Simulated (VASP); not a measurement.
# Rh (Fm-3m) in VASP: a series of runs

Aim: see how the results for Rh move with the level of theory and the settings. Levels: PBE+TS-HI, optPBE-vdW, PBE+U, r2SCAN. Tasks: density of states, equation of state.

Program: VASP 6.6.1. These are calculated values, not measurements. Logs are shortened: lines on timing, memory, paths and dates and some standing lists are left out, and cuts for length are marked.

**The experiment to reproduce.**

From “Thermal equation of state of rhodium characterized by XRD in a resistively heated diamond anvil cell”, 2024, pmc:11535440, for a bulk crystal of Rh: bulk modulus 264 ± 1 GPa.

The results are compared with them further down.

### Step 1. The structure

It takes space group Fm-3m (No. 225, cubic). Conventional cell: a = 3.796 Å, b = 3.796 Å, c = 3.796 Å, α = 90.00°, β = 90.00°, γ = 90.00°. Rh (site symmetry m-3m) has 12 Rh at 2.68 Å as nearest neighbours.

### Step 2. Density of states, PBE+TS-HI

The input, POSCAR:

```
Rh
1.0
    0.0000000000      1.8978500000      1.8978500000
    1.8978500000      0.0000000000      1.8978500000
    1.8978500000      1.8978500000      0.0000000000
Rh
1
Cartesian
    0.0000000000      0.0000000000      0.0000000000
```

The input, INCAR.step1:

```
SYSTEM = Rh
ALGO = Fast ; EDIFF = 1E-6
ENCUT = 550 ; GGA = PE
ISIF = 2 ; ISMEAR = -5
IVDW = 21 ; LASPH = .True.
LCHARG = .True. ; LMAXMIX = 4
LREAL = .False. ; LWAVE = .False.
NELM = 100 ; PREC = Accurate
SIGMA = 0.05
```

The input, KPOINTS.step1:

```
k-points
0
Gamma
  12 12 12
  0 0 0
```

The input, INCAR.step2:

```
SYSTEM = Rh
ALGO = Fast ; EDIFF = 1E-6
ENCUT = 550 ; GGA = PE
ICHARG = 11 ; ISIF = 2
ISMEAR = -5 ; IVDW = 21
LASPH = .True. ; LCHARG = .False.
LMAXMIX = 4 ; LORBIT = 11
LREAL = .False. ; LWAVE = .False.
NEDOS = 2001 ; NELM = 100
PREC = Accurate ; SIGMA = 0.05
```

The input, KPOINTS.step2:

```
k-points
0
Gamma
  18 18 18
  0 0 0
```

Potentials or basis: VASP PAW PBE potentials, release 64 (Rh_GW).

Launch:

```
$ cat potpaw_PBE.64/Rh_GW/POTCAR > POTCAR
$ cp INCAR.step1 INCAR
$ cp KPOINTS.step1 KPOINTS
$ mpirun -np 1 vasp_std > vasp.out
$ cp INCAR.step2 INCAR
$ cp KPOINTS.step2 KPOINTS
$ mpirun -np 1 vasp_std > vasp.out
```

OUTCAR:

```text
SYSTEM = Rh
   EDIFF = 1E-6
   ENCUT = 550
   GGA = PE
   ICHARG = 11
   ISIF = 2
   ISMEAR = -5
   IVDW = 21
   LASPH = .True.
   LORBIT = 11
   LREAL = .False.
   NELM = 100
   PREC = Accurate
  IVDW =  21

 ion  position               nearest neighbor table
   1  0.000  0.000  0.000-

  LATTYP: Found a face centered cubic cell.
 ALAT       =     3.7957000000

  Lattice vectors:

 A1 = (   0.0000000000,   1.8978500000,   1.8978500000)
 A2 = (   1.8978500000,   0.0000000000,   1.8978500000)
 A3 = (   1.8978500000,   1.8978500000,   0.0000000000)

Analysis of symmetry for initial positions (statically):
=====================================================================
 Subroutine PRICEL returns:
 Original cell was already a primitive cell.

 Routine SETGRP: Setting up the symmetry group for a
 face centered cubic supercell.

 Subroutine GETGRP returns: Found 48 space group operations
 (whereof 48 operations were pure point group operations)
 out of a pool of 48 trial point group operations.

The static configuration has the point symmetry O_h .

Analysis of symmetry for dynamics (positions and initial velocities):
=====================================================================
 Subroutine PRICEL returns:
 Original cell was already a primitive cell.

 Routine SETGRP: Setting up the symmetry group for a
 face centered cubic supercell.

 Subroutine GETGRP returns: Found 48 space group operations
 (whereof 48 operations were pure point group operations)
 out of a pool of 48 trial point group operations.

The dynamic configuration has the point symmetry O_h .

 Subroutine INISYM returns: Found 48 space group operations
 (whereof 48 operations are pure point group operations),
 and found     1 'primitive' translations

----------------------------------------------------------------------------------------

                                     Primitive cell

  volume of cell :      13.6715

  direct lattice vectors                    reciprocal lattice vectors
     0.000000000  1.897850000  1.897850000    -0.263456016  0.263456016  0.263456016
     1.897850000  0.000000000  1.897850000     0.263456016 -0.263456016  0.263456016
     1.897850000  1.897850000  0.000000000     0.263456016  0.263456016 -0.263456016

  length of vectors
     2.683965209  2.683965209  2.683965209     0.456319205  0.456319205  0.456319205

  position of ions in fractional coordinates (direct lattice)
     0.000000000  0.000000000  0.000000000

  ion indices of the primitive-cell ions
   primitive index   ion index
                 1           1

----------------------------------------------------------------------------------------

 KPOINTS: k-points

Automatic generation of k-mesh.
 Grid dimensions read from file:
 generate k-points for:   18   18   18

 Generating k-lattice:

  Cartesian coordinates                     Fractional coordinates (reciprocal lattice)
    -0.014636445  0.014636445  0.014636445     0.055555556  0.000000000  0.000000000
     0.014636445 -0.014636445  0.014636445     0.000000000  0.055555556  0.000000000
     0.014636445  0.014636445 -0.014636445     0.000000000  0.000000000  0.055555556

  Length of vectors
     0.025351067  0.025351067  0.025351067

  Shift w.r.t. Gamma in fractional coordinates (k-lattice)
     0.000000000  0.000000000  0.000000000

 TETIRR: Found    806 inequivalent tetrahedra from    34992

 Subroutine IBZKPT returns following result:
 ===========================================

 Found    195 irreducible k-points:

 Following reciprocal coordinates:
            Coordinates               Weight
  0.000000  0.000000  0.000000      1.000000
  0.055556  0.000000  0.000000      8.000000
  0.111111  0.000000  0.000000      8.000000
  0.166667  0.000000  0.000000      8.000000
  0.222222  0.000000  0.000000      8.000000
  0.277778  0.000000  0.000000      8.000000
[... 16 lines left out ...]
 -0.277778  0.055556  0.000000     24.000000
 -0.222222  0.055556  0.000000     24.000000
 [... further k-points ...]
   k-points           NKPTS =    195   k-points in BZ     NKDIM =    195   number of bands    NBANDS=      8
   number of dos      NEDOS =   2001   number of ions     NIONS =      1
   total plane-waves  NPLWV =  13824
   dimension x,y,z NGX =    24 NGY =   24 NGZ =   24
   dimension x,y,z NGXF=    48 NGYF=   48 NGZF=   48
   ions per type =               1
   NGX,Y,Z   is equivalent  to a cutoff of  14.87, 14.87, 14.87 a.u.
   NGXF,Y,Z  is equivalent  to a cutoff of  29.73, 29.73, 29.73 a.u.
 SYSTEM =  Rh
   PREC   = accura    normal or accurate (medium, high low for compatibility)
   ISTART =      0    job   : 0-new  1-cont  2-samecut
   ICHARG =     11    charge: 1-file 2-atom 10-const
   ISPIN  =      1    spin polarized calculation?
   LNONCOLLINEAR =      F non collinear calculations
   LSORBIT =      F    spin-orbit coupling
   LASPH  =      T    aspherical Exc in radial PAW
   ENCUT  =  550.0 eV  40.42 Ry    6.36 a.u.   5.13  5.13  5.13*2*pi/ulx,y,z
   NELM   =    100;   NELMIN=  2; NELMDL=  0     # of ELM steps
   EDIFF  = 0.1E-05   stopping-criterion for ELM
   LREAL  =      F    real-space projection
   EDIFFG = 0.1E-04   stopping-criterion for IOM
   NSW    =      0    number of steps for IOM
   IBRION =     -1    ionic relax: 0-MD 1-quasi-New 2-CG
   NFREE  =      0    steps in history (QN), initial steepest desc. (CG)
   ISIF   =      2    stress and relaxation
   ISYM   =      2    0-nonsym 1-usesym 2-fastsym
   POTIM  = 0.5000    time-step for ionic-motion
   TEBEG  =    0.0;   TEEND  =   0.0 temperature during run
   PSTRESS=    0.0 pullay stress
   NELECT =       9.0000    total number of electrons
   NUPDOWN=      -1.0000    fix difference up-down
   EMIN   =  10.00;   EMAX   =-10.00  energy-range for DOS
   EFERMI =   0.00;   METHOD = LEGACY
   ISMEAR =    -5;   SIGMA  =   0.05  broadening in eV -4-tet -1-fermi 0-gaus
   EFERMI_NEDOS =   21; number of points for ismear=-14 and -15
   IALGO  =     68    algorithm
   IMIX   =      4    mixing-type and parameters
     AMIX     =   0.40;   BMIX     =  1.00
     AMIX_MAG =   1.60;   BMIX_MAG =  1.00
  volume/ion in A,a.u.               =      13.67        92.26
  Fermi-wavevector in a.u.,A,eV,Ry     =   1.424133  2.691221 27.594709  2.028154
  Thomas-Fermi vector in A             =   2.544656
   LORBIT       =     11    0 simple, 1 ext, 2 COOP (PROOUT), +10 PAW based schemes
   GGA     = PE    functional components
   LHFCALC =     F    Hartree Fock is set to
   AEXX    =    0.0000 exact exchange contribution
   IVDW    =    21    specifies the selected vdW correction
   LEPSILON=     F    determine dielectric tensor
   LRPA    =     F    only Hartree local field effects (RPA)
 non-spin polarized calculation
 RMM-DIIS sequential band-by-band and
 Fermi weights with tetrahedron method with Bloechl corrections
  energy-cutoff  :      550.00
  volume of cell :       13.67
 maximum number of plane-waves:       411
 NGX is ok and might be reduce to    24

 number of electron       8.9999999 magnetization

 Free energy of the ion-electron system (eV)
  ---------------------------------------------------
  ext. energy  EPLUGINS =         0.00000000
  ---------------------------------------------------
  free energy    TOTEN  =        -7.26595532 eV

  energy without entropy =       -7.26595532  energy(sigma->0) =       -7.26595532

 E-fermi :  10.1316     XC(G=0): -13.8572

 val. band max:       10.4183487006   @ k =   0.4444   0.0000   0.0000
 cond. band min:      10.0731798207   @ k =  -0.3333   0.3333   0.0000
 fundamental gap:     -0.3451688799
 Fermi energy:        10.1316277492

 k-point     1 :       0.0000    0.0000    0.0000
  band No.  band energies     occupation
      1       2.1669      2.00000
      2       7.0370      2.00000
      3       7.0370      2.00000
      4       7.0370      2.00000
      5       9.1364      2.00000
      6       9.1364      2.00000
      7      25.9634      0.00000
      8      31.3144      0.00000
[... 243 lines left out ...]
 k-point    24 :      -0.2222    0.0556    0.0000
  band No.  band energies     occupation
      1       3.9943      2.00000
      2       6.6996      2.00000
      3       7.4310      2.00000
      4       7.4829      2.00000
      5       8.9423      2.00000
      6       9.6293      2.13774
      7      25.5669      0.00000
      8      27.6894      0.00000

 [... further k-points ...]

------------------------ aborting loop because EDIFF is reached ----------------------------------------

 total charge

# of ion       s       p       d       f       tot
--------------------------------------------------
    1        0.617   0.794   7.609   0.093   9.113

  Hirshfeld charges:
            ion         q(e)
   ------------------------------
      1     Rh          0.000

  Hirshfeld-I charges:
            ion         q(e)        dq(e)
   ------------------------------------------
      1     Rh          0.000      0.000E+00

   Hirshfeld-I converged in   1 cycles. Convergence criterion |dq|< 0.500E-04 e

  Tkatchenko/Scheffler method for vdW energy calculation
  ---------------------------------------------------------------------------------------------

  Parameters of vdW forcefield:
            C6ts              R0ts           ALPHAts        RELVOL
            (au)              (au)            (au)
   ---------------------------------------------------------------
   Rh        533.916          4.036         59.857          1.06696146

  Number of pair interactions contributing to vdW energy:   38366
  Edisp (eV):   -0.78190

  FORCE on cell =-STRESS in cart. coord.  units (eV):
  Direction    XX          YY          ZZ          XY          YZ          ZX
  --------------------------------------------------------------------------------------
  -------------------------------------------------------------------------------------
  Total      -0.45265    -0.45265    -0.45265    -0.00000     0.00000     0.00000
  in kB     -53.04657   -53.04657   -53.04657    -0.00000     0.00000     0.00000
  external pressure =      -53.05 kB  Pullay stress =        0.00 kB

 VOLUME and BASIS-vectors are now :
 -----------------------------------------------------------------------------
  energy-cutoff  :      550.00
  volume of cell :       13.67
      direct lattice vectors                 reciprocal lattice vectors
     0.000000000  1.897850000  1.897850000    -0.263456016  0.263456016  0.263456016
     1.897850000  0.000000000  1.897850000     0.263456016 -0.263456016  0.263456016
     1.897850000  1.897850000  0.000000000     0.263456016  0.263456016 -0.263456016

  length of vectors
     2.683965209  2.683965209  2.683965209     0.456319205  0.456319205  0.456319205

 FORCES acting on ions
    electron-ion (+dipol)            ewald-force                    non-local-force                 convergence-correction
 -----------------------------------------------------------------------------------------------
   -.597E-14 0.653E-14 0.869E-15   -.378E-15 0.189E-14 0.189E-14   0.000E+00 0.000E+00 0.000E+00   -.122E-13 0.879E-14 0.356E-14
 -----------------------------------------------------------------------------------------------
   -.597E-14 0.653E-14 0.869E-15   -.378E-15 0.189E-14 0.189E-14   0.000E+00 0.000E+00 0.000E+00   -.122E-13 0.879E-14 0.356E-14

 POSITION                                       TOTAL-FORCE (eV/Angst)
 -----------------------------------------------------------------------------------
      0.00000      0.00000      0.00000         0.000000      0.000000      0.000000
 -----------------------------------------------------------------------------------
    total drift:                               -0.000000      0.000000      0.000000

--------------------------------------------------------------------------------------------------------

  FREE ENERGIE OF THE ION-ELECTRON SYSTEM (eV)
  ---------------------------------------------------
  free  energy   TOTEN  =        -8.0478595061 eV

  energy  without entropy=       -8.0478595061  energy(sigma->0) =       -8.04785951

--------------------------------------------------------------------------------------------------------

--------------------------------------------------------------------------------------------------------

 -----------------------------------------------------------------------------
|                                                                             |
|           W    W    AA    RRRRR   N    N  II  N    N   GGGG   !!!           |
|           W    W   A  A   R    R  NN   N  II  NN   N  G    G  !!!           |
|           W    W  A    A  R    R  N N  N  II  N N  N  G       !!!           |
|           W WW W  AAAAAA  RRRRR   N  N N  II  N  N N  G  GGG   !            |
|           WW  WW  A    A  R   R   N   NN  II  N   NN  G    G                |
|           W    W  A    A  R    R  N    N  II  N    N   GGGG   !!!           |
|                                                                             |
|     Tetrahedron method does not include variations of the Fermi             |
|     occupations, so forces and stress will be inaccurate. We suggest        |
|     using a different smearing scheme ISMEAR = 1 or 2 for metals in         |
|     relaxations.                                                            |
|                                                                             |
 -----------------------------------------------------------------------------

 total charge

# of ion       s       p       d       f       tot
--------------------------------------------------
    1        0.617   0.794   7.609   0.093   9.113

 BZINTS: Fermi energy:   10.131628;    9.000000 electrons
         Band energy: 0.627059E+02;  BLOECHL correction:   -0.029132

=======================================================================
```

Wall time 62 s (1 thread of Intel Xeon Platinum 8488C (Sapphire Rapids), shared host); peak memory 0.17 GiB.

What came out:

| Quantity | Value |
| --- | --- |
| Valence electrons inside the program's atomic spheres | Rh 9.11 |
| Dispersion energy per atom | -0.782 eV |

States per cell in windows of 0.5 eV (zero at the Fermi level; states under -8 eV left out):
```tsv
from (eV)	total	Rh1_d	Rh1_p	Rh1_s	Rh1_f
-8.0	0.01	0.00	0.00	0.01	0.00
-7.5	0.03	0.00	0.00	0.03	0.00
-7.0	0.05	0.00	0.01	0.04	0.00
-6.5	0.16	0.08	0.01	0.07	0.00
-6.0	0.63	0.46	0.04	0.14	0.00
-5.5	0.95	0.77	0.07	0.13	0.01
-5.0	0.72	0.62	0.07	0.05	0.01
-4.5	0.61	0.53	0.07	0.01	0.01
-4.0	0.67	0.59	0.06	0.02	0.01
-3.5	0.71	0.61	0.08	0.02	0.01
-3.0	1.14	1.00	0.11	0.03	0.01
-2.5	0.69	0.60	0.08	0.02	0.01
-2.0	0.62	0.54	0.06	0.01	0.01
-1.5	0.81	0.73	0.06	0.01	0.01
-1.0	0.60	0.54	0.04	0.01	0.01
-0.5	0.58	0.53	0.03	0.01	0.01
0.0	0.92	0.87	0.02	0.01	0.01
0.5	0.61	0.57	0.02	0.01	0.00
1.0	0.12	0.08	0.03	0.01	0.00
1.5	0.11	0.07	0.03	0.01	0.00
2.0	0.11	0.06	0.04	0.01	0.00
2.5	0.13	0.07	0.05	0.02	0.00
3.0	0.12	0.06	0.05	0.01	0.00
3.5	0.13	0.06	0.06	0.02	0.00
4.0	0.12	0.05	0.06	0.01	0.00
4.5	0.11	0.05	0.06	0.01	0.00
5.0	0.12	0.05	0.07	0.01	0.00
5.5	0.10	0.04	0.06	0.01	0.00
6.0	0.10	0.04	0.06	0.01	0.00
6.5	0.08	0.03	0.05	0.01	0.00
7.0	0.07	0.03	0.04	0.01	0.00
7.5	0.06	0.02	0.03	0.01	0.00
```

Caveat: pairwise dispersion overbinds metals, which lowers pressure and volume; tetrahedron occupations give inexact forces and stress in metals.

(Continued in part 2 of 2.)
